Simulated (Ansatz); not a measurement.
A plane-wave DFT run in Ansatz 0.2.0 (scalar-relativistic PAW potentials unless the input names others): input and command.

```yaml
crystal:
  lattice:
    - [9.0, 0.0, 0.0]
    - [0.0, 9.3, 0.0]
    - [0.0, 0.0, 3.5467345222]
  atoms:
    - { symbol: Fe, position: [0.5, 0.5, 0.0], spin: 3.79 }
    - { symbol: O, position: [0.5, 0.5, 0.5], spin: 0.5 }
basis:
  ecutwfc: "40 Ry/bohr"
kpoints:
  mp_grid: { grid: [1, 1, 17] }
hamiltonian:
  xc: pbe
scf:
  occupations: { method: gaussian, width: 0.05 }
  max_iter: 80
output:
  forces: true
  eigenvalues: true
  stress: true
magnetization:
  spin_polarized: true
```

```bash
ansatz run input.yaml --threads 2 --pin off --max-ram 5120MiB --backend cpu --events-out ev --progress --plain --runs-dir out
```

**Question.** Will this input run?

**Answer.** The program refuses it, because of a cutoff in the wrong unit (basis.ecutwfc: 420 → "40 Ry/bohr"). With the sound run's settings it is accepted.

Abridged log:
```
Error: YAML parse error: error: line 10 column 12: unknown unit factor `Ry/bohr`
  --> <input>:10:12
   |
 8 |     - { symbol: O, position: [0.5, 0.5, 0.5], spin: 0.5 }
 9 | basis:
10 |   ecutwfc: "40 Ry/bohr"
   |            ^ unknown unit factor `Ry/bohr`
11 | kpoints:
12 |   mp_grid: { grid: [1, 1, 17] }
   |
```